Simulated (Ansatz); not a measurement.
# Nickel, bcc under revPBE: ground state and equation of state, part 1 of 2

The plan for nickel in the bcc structure: relax it, solve it on a dense k-mesh, then scale the cell to 7 volumes from 88 to 112 % of the relaxed one and try a fit of the equation of state. The start is ferromagnetic. The k-meshes are 16×16×16 for the relaxation; 26×26×26 for the dense run; 18×18×18 for the volumes.

This is Ni in the bcc structure; at room conditions it is fcc.

Computed with Ansatz 0.2.0 (DFT revPBE, plane waves (420 eV) with PAW, scalar-relativistic; PAW files made under PBE, frozen cores solved again for the functional, unless a step says otherwise).

### Step 1. The structure to begin with

The structure is cubic, space group Im-3m (No. 229). Conventional cell: a = 2.797 Å, b = 2.797 Å, c = 2.797 Å, α = 90.00°, β = 90.00°, γ = 90.00°. Ni (site symmetry m-3m) has 8 Ni at 2.42 Å as nearest neighbours.

Coordinates:

```cif
data_structure
_symmetry_space_group_name_H-M 'Im-3m'
_symmetry_Int_Tables_number 229
_cell_length_a 2.7969
_cell_length_b 2.7969
_cell_length_c 2.7969
_cell_angle_alpha 90.000
_cell_angle_beta 90.000
_cell_angle_gamma 90.000
_cell_volume 21.88
loop_
_atom_site_label
_atom_site_type_symbol
_atom_site_symmetry_multiplicity
_atom_site_Wyckoff_symbol
_atom_site_fract_x
_atom_site_fract_y
_atom_site_fract_z
_atom_site_occupancy
Ni1 Ni 2 a 0.00000 0.00000 0.00000 1
```

The atoms start with moments of +0.8 μB.

### Step 2. Geometry optimisation

File input.yaml:

```yaml
crystal:
  lattice:
    - [-1.3984527048, 1.3984527048, 1.3984527048]
    - [1.3984527048, -1.3984527048, 1.3984527048]
    - [1.3984527048, 1.3984527048, -1.3984527048]
  atoms:
    - { symbol: Ni, position: [0.0, 0.0, 0.0], spin: 0.8 }
hamiltonian:
  xc: revpbe
  pseudopotentials:
    kind: paw
    azcp:
      Ni: "pseudopotentials/Ni.paw.azcp"
basis:
  ecutwfc: 420
  fft_grid_basis: typed
kpoints:
  mp_grid: { grid: [16, 16, 16], shift: [0, 0, 0] }
magnetization:
  spin_polarized: true
scf:
  occupations: { method: fermi_dirac, width: 0.05 }
relax:
  max_steps: 60
  f_tol: 0.01
  cell: {}
```

What it wrote:

```text
Warning: RAYON_NUM_THREADS=2 ignored (pool sized by the plan → 2); use --threads N
Engine: ansatz 0.2.0, aarch64-unknown-linux-gnu
Pseudopotentials: kind: paw
Pseudopotential: Ni, paw, valence charge 18, recommended cutoff 420 eV (normal), <dir>
Functional definition: revPBE
  parameter kappa = 1.245
  parameter beta = 0.06672455060314922
  exchange = pbe_x(kappa = kappa, mu = beta*pi^2/3)
  correlation = pbe_c(beta = beta)
Crystal: 1 atoms, lattice volume = 10.940 Å³
Basis set: ecut = 420 eV, 201 PW (Γ), exchange–correlation on 36×36×36 points (8 copies of the dense FFT grid, shifted against one another)
Bands: 14, of which v1, the nominal top of the filled ones, is band 9 counted from 1 (8 counted from 0)
Symmetry: 48 space group operations
Space group: Im-3m (ITA 229), of the structure as read, at distance tolerance 2.2e-5 Å
Magnetic group: BNS 229.140 (UNI 1642), of the structure as read, at distance tolerance 2.2e-5 Å
k-points: 145 of 4096
Non-local potential: Ni, projectors of the file, l = 0: 3, l = 1: 2, l = 2: 3, l = 3: 1
PAW form: soft (Blöchl's): semilocal exchange-correlation on the pseudo side does not see the compensation charge
PAW frozen core: Ni, regenerated for the run's functional, and the local potential with it (the file was generated under x = pbe(κ = 0.804, μ = 0.2195149727645171), c = pbe(β = 0.06672455060314922))
PAW one-centre angular grid: Ni, 590 points (default); XC on 64 Gauss nodes
Initial density: superposition of atomic densities (chi_scale 0.1, normalization cell)
Starting moments: Σ|m| = 0.8 μB on 1 of 1 site
Initial wavefunctions: pseudopotential atomic-orbital guess
Functional: x = revpbe(κ = 1.245, μ = 0.2195149727645171), c = pbe(β = 0.06672455060314922)
iter 1 solved again at ethr=2.56e-3 eV; its pass at ethr=3.10e-3 eV (dr2=4.60e-1 eV) is discarded
SCF iter   1: F=—  HF=-5842.325896 eV  |F-HF|=—  |Δ(HF+E_count)|=         —  Δρ=5.50e-2 (↑2.69e-2 ↓5.50e-2)  dr2=4.64e-1  dr2_m=2.13e-2  M=0.758 μB ∫|m|=0.800 μB  β_m=0.30  ethr=2.56e-3  ⟨swp⟩=1.0  Hψ=27496  notcnv=0
Mixer restart at iter 1: flushing history
preconditioner: auto → none  [metal: Δε(μ)=0.006 eV  Ē_g=16.047 eV  σ=0.050 eV  W_gap=0.03  n_scr=0 (ndim 8)  ℏωp=35.5 eV  f_vac=0.000  D(μ)=2.73/eV (n_scr^D=54)]
SCF iter   2: F=—  HF=-5842.320563 eV  |F-HF|=—  |Δ(HF+E_count)|=   5.33e-3  Δρ=3.96e-2 (↑3.96e-2 ↓2.86e-2)  dr2=2.26e-1  dr2_m=5.81e-3  M=0.713 μB ∫|m|=0.768 μB  β_m=0.24  ethr=2.56e-3  ⟨swp⟩=2.3  Hψ=6800  notcnv=0
SCF iter   3: F=—  HF=-5842.486560 eV  |F-HF|=—  |Δ(HF+E_count)|=         —  Δρ=1.78e-2 (↑1.21e-2 ↓1.78e-2)  dr2=2.98e-2  dr2_m=3.82e-3  M=0.668 μB ∫|m|=0.718 μB  β_m=0.24  ethr=1.25e-3  ⟨swp⟩=2.0  Hψ=7561  notcnv=0  defer=126
Mixer restart at iter 3: flushing history
SCF iter   4: F=—  HF=-5842.716755 eV  |F-HF|=—  |Δ(HF+E_count)|=   2.30e-1  Δρ=1.59e-2 (↑7.33e-3 ↓1.59e-2)  dr2=1.77e-2  dr2_m=4.70e-3  M=0.650 μB ∫|m|=0.704 μB  β_m=0.62  ethr=1.66e-4  ⟨swp⟩=2.5  Hψ=6596  notcnv=0  defer=131
SCF iter   5: F=—  HF=-5843.161272 eV  |F-HF|=—  |Δ(HF+E_count)|=   4.45e-1  Δρ=1.97e-2 (↑4.75e-3 ↓1.97e-2)  dr2=3.40e-2  dr2_m=7.97e-3  M=0.572 μB ∫|m|=0.641 μB  β_m=0.42  ethr=9.83e-5  ⟨swp⟩=2.5  Hψ=8110  notcnv=0  defer=131
SCF iter   6: F=-5843.153324 eV  HF=-5843.217462 eV  |F-HF|=6.41e-2  |Δ(HF+E_count)|=   5.62e-2  Δρ=1.67e-2 (↑1.67e-2 ↓1.53e-2)  dr2=5.91e-2  dr2_m=5.39e-5  M=0.558 μB ∫|m|=0.632 μB  β_m=0.81  ethr=9.83e-5  ⟨swp⟩=2.7  Hψ=9547  notcnv=0  defer=132
SCF iter   7: F=-5843.200884 eV  HF=-5843.201224 eV  |F-HF|=3.40e-4  |Δ(HF+E_count)|=   1.62e-2  Δρ=2.00e-3 (↑2.00e-3 ↓1.38e-3)  dr2=6.96e-4  dr2_m=1.80e-5  M=0.556 μB ∫|m|=0.629 μB  β_m=0.72  ethr=9.83e-5  ⟨swp⟩=2.8  Hψ=8894  notcnv=0  defer=145
SCF iter   8: F=-5843.201282 eV  HF=-5843.201289 eV  |F-HF|=6.71e-6  |Δ(HF+E_count)|=   6.44e-5  Δρ=4.51e-4 (↑4.51e-4 ↓1.87e-4)  dr2=1.19e-5  dr2_m=7.00e-6  M=0.556 μB ∫|m|=0.628 μB  β_m=0.86  ethr=3.87e-6  ⟨swp⟩=2.0  Hψ=5610  notcnv=0  defer=145
SCF iter   9: F=-5843.201289 eV  HF=-5843.201289 eV  |F-HF|=6.38e-8  |Δ(HF+E_count)|=   5.86e-7  Δρ=4.70e-5 (↑4.70e-5 ↓2.46e-5)  dr2=6.89e-8  dr2_m=1.00e-7  M=0.556 μB ∫|m|=0.628 μB  β_m=0.93  ethr=6.59e-8  ⟨swp⟩=2.4  Hψ=5559  notcnv=0  defer=145
SCF iter  10: F=-5843.201289 eV  HF=-5843.201289 eV  |F-HF|=1.58e-7  |Δ(HF+E_count)|=   4.46e-8  Δρ=3.33e-5 (↑3.33e-5 ↓2.31e-5)  dr2=2.01e-7  dr2_m=2.67e-9  M=0.556 μB ∫|m|=0.628 μB  β_m=0.96  ethr=3.83e-10  ⟨swp⟩=2.2  Hψ=6169  notcnv=0  defer=145
SCF iter  11: F=-5843.201289 eV  HF=-5843.201289 eV  |F-HF|=2.01e-9  |Δ(HF+E_count)|=   2.77e-8  Δρ=4.60e-6 (↑2.42e-6 ↓4.60e-6)  dr2=3.09e-9  dr2_m=1.75e-10  M=0.556 μB ∫|m|=0.628 μB  β_m=0.98  ethr=3.83e-10  ⟨swp⟩=2.1  Hψ=5547  notcnv=0  defer=145
SCF iter  12: F=-5843.201289 eV  HF=-5843.201289 eV  |F-HF|=1.17e-10  |Δ(HF+E_count)|=  2.25e-10  Δρ=8.70e-7 (↑6.46e-7 ↓8.70e-7)  dr2=1.50e-10  dr2_m=1.52e-12  M=0.556 μB ∫|m|=0.628 μB  ethr=1.72e-11  ⟨swp⟩=1.9  Hψ=11900  notcnv=0
at 1 of the mixer's solves, the last at iteration 5, it left a direction of its history that read negative out of its fit and stepped the other way along it
SCF 1 converged in 12 iterations: F = -5843.201289 eV  dr2 = 1.50e-10
relax step   1: F+E_penalty+E_count = -5843.20128921 eV  Δ(F+E_penalty+E_count) = +0.000e0 eV  max|allowed force component| = 0.000e0 eV/Å  Δτ_max = 0.0000 Å  P = +4.768 GPa  Ω = 10.940 Å³  (12 SCF iters, dr2 threshold 1.00e-7 eV, accepted)
Crystal: 1 atoms, lattice volume = 11.074 Å³
Basis set: ecut = 420 eV, 225 PW (Γ), exchange–correlation on 36×36×36 points (8 copies of the dense FFT grid, shifted against one another)
Initial density: handed on by an earlier stage of this run
Starting moments: Σ|m| = 0.8 μB on 1 of 1 site; this step starts from the density that it was given
Initial wavefunctions: those handed on with the density
iter 1 solved again at ethr=6.29e-6 eV; its pass at ethr=3.10e-3 eV (dr2=1.13e-3 eV) is discarded
SCF iter   1: F=—  HF=-5843.204322 eV  |F-HF|=—  |Δ(HF+E_count)|=         —  Δρ=2.37e-3 (↑2.37e-3 ↓1.50e-3)  dr2=9.78e-4  dr2_m=2.47e-5  M=0.558 μB ∫|m|=0.632 μB  β_m=0.65  ethr=6.29e-6  ⟨swp⟩=2.1  Hψ=25618  notcnv=0
preconditioner: auto → none  [metal: Δε(μ)=0.005 eV  Ē_g=16.689 eV  σ=0.050 eV  W_gap=0.02  n_scr=0 (ndim 8)  ℏωp=35.3 eV  f_vac=0.000  D(μ)=1.49/eV (n_scr^D=18)]
SCF iter   2: F=—  HF=-5843.204809 eV  |F-HF|=—  |Δ(HF+E_count)|=   4.87e-4  Δρ=3.37e-3 (↑3.15e-3 ↓3.37e-3)  dr2=2.46e-3  dr2_m=2.19e-6  M=0.558 μB ∫|m|=0.632 μB  β_m=0.27  ethr=5.44e-6  ⟨swp⟩=2.1  Hψ=7777  notcnv=0  recentre
SCF iter   3: F=—  HF=-5843.204030 eV  |F-HF|=—  |Δ(HF+E_count)|=   7.79e-4  Δρ=3.67e-4 (↑3.67e-4 ↓2.52e-4)  dr2=4.42e-6  dr2_m=8.59e-6  M=0.558 μB ∫|m|=0.632 μB  β_m=0.51  ethr=5.44e-6  ⟨swp⟩=2.2  Hψ=6796  notcnv=0
SCF iter   4: F=—  HF=-5843.204133 eV  |F-HF|=—  |Δ(HF+E_count)|=   1.03e-4  Δρ=3.08e-4 (↑1.09e-4 ↓3.08e-4)  dr2=1.18e-5  dr2_m=1.22e-6  M=0.559 μB ∫|m|=0.632 μB  β_m=0.75  ethr=2.46e-8  ⟨swp⟩=2.0  Hψ=6657  notcnv=0
SCF iter   5: F=—  HF=-5843.204181 eV  |F-HF|=—  |Δ(HF+E_count)|=   4.79e-5  Δρ=2.64e-4 (↑1.58e-4 ↓2.64e-4)  dr2=1.12e-5  dr2_m=3.18e-7  M=0.559 μB ∫|m|=0.633 μB  β_m=0.88  ethr=2.46e-8  ⟨swp⟩=2.0  Hψ=5442  notcnv=0
SCF iter   6: F=—  HF=-5843.204197 eV  |F-HF|=—  |Δ(HF+E_count)|=   1.60e-5  Δρ=2.12e-5 (↑5.02e-6 ↓2.12e-5)  dr2=4.13e-8  dr2_m=7.13e-9  M=0.559 μB ∫|m|=0.633 μB  β_m=0.94  ethr=2.46e-8  ⟨swp⟩=2.0  Hψ=6647  notcnv=0
SCF iter   7: F=—  HF=-5843.204197 eV  |F-HF|=—  |Δ(HF+E_count)|=   3.51e-8  Δρ=1.04e-5 (↑1.04e-5 ↓8.08e-6)  dr2=2.25e-8  dr2_m=1.76e-10  M=0.559 μB ∫|m|=0.633 μB  β_m=0.97  ethr=2.29e-10  ⟨swp⟩=2.0  Hψ=6759  notcnv=0
SCF iter   8: F=-5843.204197 eV  HF=-5843.204197 eV  |F-HF|=3.97e-8  |Δ(HF+E_count)|=   3.21e-8  Δρ=1.51e-5 (↑1.22e-5 ↓1.51e-5)  dr2=4.99e-8  dr2_m=2.50e-10  M=0.559 μB ∫|m|=0.633 μB  ethr=1.25e-10  ⟨swp⟩=2.0  Hψ=11925  notcnv=0
SCF 2 converged in 8 iterations: F = -5843.204197 eV  dr2 = 4.99e-8
relax step   2: F+E_penalty+E_count = -5843.20419677 eV  Δ(F+E_penalty+E_count) = -2.908e-3 eV  max|allowed force component| = 0.000e0 eV/Å  Δτ_max = 0.0000 Å  P = +2.385 GPa  Ω = 11.074 Å³  energy of the carried Pulay correction = -7.444e-5 eV  (8 SCF iters, dr2 threshold 1.00e-7 eV, accepted)
Crystal: 1 atoms, lattice volume = 11.211 Å³
iter 1 solved again at ethr=6.67e-6 eV; its pass at ethr=3.10e-3 eV (dr2=1.20e-3 eV) is discarded
SCF iter   1: F=—  HF=-5843.205319 eV  |F-HF|=—  |Δ(HF+E_count)|=         —  Δρ=2.31e-3 (↑2.31e-3 ↓1.52e-3)  dr2=9.77e-4  dr2_m=2.10e-5  M=0.561 μB ∫|m|=0.637 μB  β_m=0.65  ethr=6.67e-6  ⟨swp⟩=2.1  Hψ=25776  notcnv=0
preconditioner: auto → none  [metal: Δε(μ)=0.005 eV  Ē_g=16.542 eV  σ=0.050 eV  W_gap=0.02  n_scr=0 (ndim 8)  ℏωp=35.1 eV  f_vac=0.000  D(μ)=1.51/eV (n_scr^D=18)]
SCF iter   2: F=—  HF=-5843.205787 eV  |F-HF|=—  |Δ(HF+E_count)|=   4.68e-4  Δρ=3.33e-3 (↑3.10e-3 ↓3.33e-3)  dr2=2.42e-3  dr2_m=2.37e-6  M=0.561 μB ∫|m|=0.637 μB  β_m=0.27  ethr=5.43e-6  ⟨swp⟩=2.0  Hψ=7821  notcnv=0  recentre
SCF iter   3: F=—  HF=-5843.205021 eV  |F-HF|=—  |Δ(HF+E_count)|=   7.66e-4  Δρ=3.48e-4 (↑3.48e-4 ↓2.30e-4)  dr2=4.43e-6  dr2_m=7.48e-6  M=0.561 μB ∫|m|=0.637 μB  β_m=0.50  ethr=5.43e-6  ⟨swp⟩=2.2  Hψ=6827  notcnv=0
SCF iter   4: F=—  HF=-5843.205114 eV  |F-HF|=—  |Δ(HF+E_count)|=   9.32e-5  Δρ=2.99e-4 (↑9.64e-5 ↓2.99e-4)  dr2=1.05e-5  dr2_m=1.30e-6  M=0.562 μB ∫|m|=0.637 μB  β_m=0.75  ethr=2.46e-8  ⟨swp⟩=2.0  Hψ=6636  notcnv=0
SCF iter   5: F=—  HF=-5843.205161 eV  |F-HF|=—  |Δ(HF+E_count)|=   4.68e-5  Δρ=2.64e-4 (↑1.53e-4 ↓2.64e-4)  dr2=1.13e-5  dr2_m=3.56e-7  M=0.562 μB ∫|m|=0.638 μB  β_m=0.87  ethr=2.46e-8  ⟨swp⟩=2.0  Hψ=5452  notcnv=0
SCF iter   6: F=—  HF=-5843.205177 eV  |F-HF|=—  |Δ(HF+E_count)|=   1.65e-5  Δρ=9.04e-6 (↑2.66e-6 ↓9.04e-6)  dr2=2.33e-9  dr2_m=3.13e-9  M=0.562 μB ∫|m|=0.638 μB  β_m=0.94  ethr=2.46e-8  ⟨swp⟩=2.0  Hψ=6711  notcnv=0
SCF iter   7: F=—  HF=-5843.205178 eV  |F-HF|=—  |Δ(HF+E_count)|=   1.79e-8  Δρ=2.09e-5 (↑1.74e-5 ↓2.09e-5)  dr2=1.00e-7  dr2_m=4.50e-10  M=0.562 μB ∫|m|=0.638 μB  β_m=0.94  ethr=1.29e-11  ⟨swp⟩=2.2  Hψ=7036  notcnv=0
SCF iter   8: F=-5843.205177 eV  HF=-5843.205177 eV  |F-HF|=1.35e-8  |Δ(HF+E_count)|=   1.41e-8  Δρ=8.93e-6 (↑6.90e-6 ↓8.93e-6)  dr2=1.71e-8  dr2_m=1.30e-10  M=0.562 μB ∫|m|=0.638 μB  ethr=1.29e-11  ⟨swp⟩=1.9  Hψ=11992  notcnv=0
SCF 3 converged in 8 iterations: F = -5843.205177 eV  dr2 = 1.71e-8
relax step   3: F+E_penalty+E_count = -5843.20517748 eV  Δ(F+E_penalty+E_count) = -9.807e-4 eV  max|allowed force component| = 0.000e0 eV/Å  Δτ_max = 0.0000 Å  P = +0.104 GPa  Ω = 11.211 Å³  energy of the carried Pulay correction = -1.499e-4 eV  (8 SCF iters, dr2 threshold 1.00e-7 eV, accepted)
[... 10 lines left out ...]
relax step   4: F+E_penalty+E_count = -5843.20517600 eV  Δ(F+E_penalty+E_count) = +1.483e-6 eV  max|allowed force component| = 0.000e0 eV/Å  Δτ_max = 0.0000 Å  P = -0.002 GPa  Ω = 11.218 Å³  energy of the carried Pulay correction = -1.534e-4 eV  (6 SCF iters, dr2 threshold 2.72e-8 eV, accepted)
Initial wavefunctions: pseudopotential atomic-orbital guess (no wavefunctions were taken with the density)
iter 1 solved again at ethr=3.13e-7 eV; its pass at ethr=3.10e-3 eV (dr2=5.64e-5 eV) is discarded
SCF iter   1: F=—  HF=-5843.205237 eV  |F-HF|=—  |Δ(HF+E_count)|=         —  Δρ=2.80e-4 (↑2.80e-4 ↓1.64e-4)  dr2=1.89e-6  dr2_m=4.57e-7  M=0.562 μB ∫|m|=0.638 μB  β_m=0.65  ethr=3.13e-7  ⟨swp⟩=2.2  Hψ=29775  notcnv=0
preconditioner: auto → none  [metal: Δε(μ)=0.006 eV  Ē_g=16.514 eV  σ=0.050 eV  W_gap=0.03  n_scr=0 (ndim 8)  ℏωp=35.1 eV  f_vac=0.000  D(μ)=1.53/eV (n_scr^D=18)]
SCF iter   2: F=—  HF=-5843.205300 eV  |F-HF|=—  |Δ(HF+E_count)|=   6.25e-5  Δρ=1.13e-4 (↑1.13e-4 ↓7.43e-5)  dr2=8.37e-7  dr2_m=5.54e-8  M=0.562 μB ∫|m|=0.638 μB  β_m=0.46  ethr=1.05e-8  ⟨swp⟩=2.4  Hψ=5995  notcnv=0
SCF iter   3: F=—  HF=-5843.205304 eV  |F-HF|=—  |Δ(HF+E_count)|=   4.45e-6  Δρ=8.27e-5 (↑8.27e-5 ↓5.74e-5)  dr2=5.19e-7  dr2_m=2.81e-8  M=0.562 μB ∫|m|=0.638 μB  β_m=0.40  ethr=4.65e-9  ⟨swp⟩=2.2  Hψ=6314  notcnv=0
SCF iter   4: F=—  HF=-5843.205308 eV  |F-HF|=—  |Δ(HF+E_count)|=   4.14e-6  Δρ=1.99e-5 (↑1.99e-5 ↓1.34e-5)  dr2=1.44e-8  dr2_m=3.31e-9  M=0.562 μB ∫|m|=0.638 μB  β_m=0.70  ethr=2.88e-9  ⟨swp⟩=1.7  Hψ=5102  notcnv=0
SCF iter   5: F=—  HF=-5843.205309 eV  |F-HF|=—  |Δ(HF+E_count)|=   5.51e-7  Δρ=6.65e-6 (↑3.32e-6 ↓6.65e-6)  dr2=5.87e-9  dr2_m=5.03e-10  M=0.562 μB ∫|m|=0.638 μB  β_m=0.85  ethr=7.99e-11  ⟨swp⟩=2.3  Hψ=6142  notcnv=0
SCF iter   6: F=—  HF=-5843.205309 eV  |F-HF|=—  |Δ(HF+E_count)|=   3.42e-8  Δρ=2.28e-6 (↑9.06e-7 ↓2.28e-6)  dr2=6.97e-10  dr2_m=5.55e-11  M=0.562 μB ∫|m|=0.638 μB  β_m=0.92  ethr=3.26e-11  ⟨swp⟩=2.4  Hψ=6420  notcnv=0
SCF iter   7: F=—  HF=-5843.205309 eV  |F-HF|=—  |Δ(HF+E_count)|=   7.01e-8  Δρ=5.62e-7 (↑4.95e-7 ↓5.62e-7)  dr2=7.54e-11  dr2_m=2.01e-13  M=0.562 μB ∫|m|=0.638 μB  β_m=0.96  ethr=3.87e-12  ⟨swp⟩=2.1  Hψ=6517  notcnv=0
SCF iter   8: F=—  HF=-5843.205309 eV  |F-HF|=—  |Δ(HF+E_count)|=  9.64e-11  Δρ=2.77e-7 (↑2.22e-7 ↓2.77e-7)  dr2=1.67e-11  dr2_m=9.47e-14  M=0.562 μB ∫|m|=0.638 μB  β_m=0.98  ethr=1.00e-12  ⟨swp⟩=1.9  Hψ=5180  notcnv=0
SCF iter   9: F=—  HF=-5843.205309 eV  |F-HF|=—  |Δ(HF+E_count)|=  1.27e-11  Δρ=1.70e-8 (↑1.70e-8 ↓1.58e-8)  dr2=7.25e-14  dr2_m=7.39e-17  M=0.562 μB ∫|m|=0.638 μB  β_m=0.99  ethr=1.00e-12  ⟨swp⟩=1.0  Hψ=4060  notcnv=0
SCF iter  10: F=-5843.205309 eV  HF=-5843.205309 eV  |F-HF|=9.09e-13  |Δ(HF+E_count)|=  9.09e-13  Δρ=2.64e-9 (↑2.27e-9 ↓2.64e-9)  dr2=1.96e-15  dr2_m=3.53e-17  M=0.562 μB ∫|m|=0.638 μB  ethr=1.00e-12  ⟨swp⟩=3.0  Hψ=14166  notcnv=0
SCF 5 converged in 10 iterations: F = -5843.205309 eV  dr2 = 1.96e-15
relax step   5: F+E_penalty+E_count = -5843.20530887 eV  Δ(F+E_penalty+E_count) = -1.329e-4 eV  max|allowed force component| = 0.000e0 eV/Å  Δτ_max = 0.0000 Å  P = -0.033 GPa  Ω = 11.218 Å³  stress off target by 3.26e-2 GPa  SCF on the basis re-selected at this cell (its energy is not comparable with the rows above)  (10 SCF iters)
basis re-selected at this cell: Δ(F+E_penalty+E_count) = -1.329e-4 eV, ΔP = -0.031 GPa vs the last step (what re-selecting the basis moved, of the pressure what is left beyond the Pulay correction that the steps carried, after the strain that the cell walked since its last selection, with what the two solves' SCF thresholds leave and, on support functions, any second-order correction that the steps lacked; it is no measure of the basis error at this ecutwfc). This SCF's stress stands 3.26e-2 GPa from its target on what of the cell is left free (relax.cell.stress_tol is 5.00e-2 GPa) and its largest allowed force component is 0.00e0 eV/Å (relax.f_tol is 1.00e-2 eV/Å): within both
SCF converged after 10 iterations
Magnetization: 0.5625 μB (9.2812 up, 8.7188 down)
Absolute magnetization: 0.6391 μB (∫|ρ↑−ρ↓|, with the PAW one-centre terms)
Spin contamination: 0.0061 ħ² per cell (⟨S²⟩ above its minimum at these occupations)
Per-site moments (μB) at R_I (Å): [(0.5973397494914879, 1.0075568683808327)]
Free energy (F): -5843.205309 eV
Harris-Foulkes:  -5843.205309 eV  (|F-HF|=9.09e-13)
Internal energy: -5843.192306 eV  (E = F + TS)
E sigma→0 (E₀):  -5843.198808 eV
Entropy (-TS):   -0.013003 eV (-13.003 meV/atom)
Fermi energy:    17.465862 eV
--- Per-component energies (eV) ---
  E_band       = -292.867378
  E_kinetic    = 281.670216
  E_local      = -3489.777672  (includes V_loc(G=0)·N_el)
  E_nonlocal   = 636.813654
  E_hartree    = 1457.038977
  E_xc         = -84.416633
  E_vxc        = -108.736210  (∫ρ·V_xc dr)
  E_paw        = -1634.522852  (= ΣΔE_a)
  E_vpaw       = -526.915888  (= ΣTr[D̂ρ^β])
  E_aug_tail   = 0.000572  (compensation charges beyond the density's cutoff)
  E_ewald      = -3009.967086
  E_core_change = -0.031482  (= ΣΔE_core)
  E_smearing   = -0.013003  (= −TS)
  E_closure    = -0.000000  (closes the sum)
  Σ components = -5843.205309   (vs F -5843.205309, Δ=0.00e0)
--- Forces (eV/Å), atoms counted from 1 ---
  atom   1  Ni    -0.00000000    -0.00000000    -0.00000000
  max |Σ_I F_I| component: 7.81e-32 eV/Å
--- Stress (GPa, compression-positive) ---
       -0.032552      -0.000000      -0.000000
       -0.000000      -0.032552      -0.000000
        0.000000       0.000000      -0.032552
  P = ⅓ Tr σ = -0.0326 GPa (-0.326 kbar)
--- Relaxed structure (4 steps of the walk, 4 accepted, 1 SCFs on fresh bases) ---
  F+E_penalty+E_count = -5843.20530887 eV   max|allowed force component| = 0.000e0 eV/Å   (the final SCF, on the basis selected at the relaxed cell)
  cell:  # Å, volume = 11.2180 Å³
    - [-1.41021388892977, 1.41021388892977, 1.41021388892977]
    - [1.41021388892977, -1.41021388892977, 1.41021388892977]
    - [1.41021388892977, 1.41021388892977, -1.41021388892977]
  atoms:
    - { symbol: Ni, position: [0.0, 0.0, 0.0] }
```

It took 11 s on 2 threads of an Arm CPU, shared host; peak memory 0.3 GiB.

Step by step:

```csv
step,energy change (meV/atom),largest force (eV/Å),pressure (GPa),volume (Å³/atom)
1,0.00,0.0000,4.77,10.940
2,-2.91,0.0000,2.39,11.074
3,-3.89,0.0000,0.10,11.211
4,-3.89,0.0000,0.00,11.218
5,-4.02,0.0000,-0.03,11.218
```

Steps that repeat a cell are solved on a basis chosen anew, so their changes of energy are no gain of the relaxation.

The cell of the run, before and after:

|  | before | after | change |
| --- | --- | --- | --- |
| a (Å) | 2.422 | 2.443 | +0.8 % |
| b (Å) | 2.422 | 2.443 | +0.8 % |
| c (Å) | 2.422 | 2.443 | +0.8 % |
| volume (Å³/atom) | 10.940 | 11.218 | +2.5 % |
| shortest distance (Å) | 2.422 | 2.443 | +0.8 % |
| space group (spins left aside) | Im-3m | Im-3m | same |

(Continued in part 2 of 2.)
